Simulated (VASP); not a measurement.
Runs of VASP 6.6.1 on GaN. Symmetry: P6_3mc, No. 186, hexagonal system. The conventional cell has a = 3.180 Å, b = 3.180 Å, c = 5.183 Å, α = 90.00°, β = 90.00°, γ = 120.00°. Around Ga (site symmetry 3m) lie 4 N at 1.94 to 1.95 Å. N (site symmetry 3m) is surrounded by 4 Ga at 1.94 to 1.95 Å. 

```csv
task,level,potentials or basis,spin,cell,k mesh,cutoff (eV),gap on the mesh (eV),pressure (GPa)
band structure,r2SCAN,"VASP PAW PBE potentials, release 64 (Ga_d, N)",off,"P6_3mc, 11.35 Å³/atom",12 × 12 × 5,520,2.35,1.5
band structure,TB-mBJ,"VASP PAW PBE potentials, release 64 (Ga_d, N)",off,"P6_3mc, 11.35 Å³/atom",12 × 12 × 5,520,3.13,-
relaxation of cell and atoms,PBEsol,"VASP PAW PBE potentials, release 64 (Ga_d, N)",off,relaxed,12 × 12 × 5,600,1.91,0.0
band structure,LDA,"VASP PAW LDA potentials, release 64 (Ga_d, N)",off,"P6_3mc, 11.35 Å³/atom",12 × 12 × 5,520,(b),(a)
```

Alike in all rows: smearing gaussian 0.03 eV.

Estimate the missing entries.

(a) -4.1; (b) 1.97.

Caveats: the PAW data sets were made with another functional, which shifts forces and pressure a little (some runs).

A k mesh can miss the band edges, and the runs leave out spin-orbit coupling on Ga.

Runs at the PBE level aren't shown here.
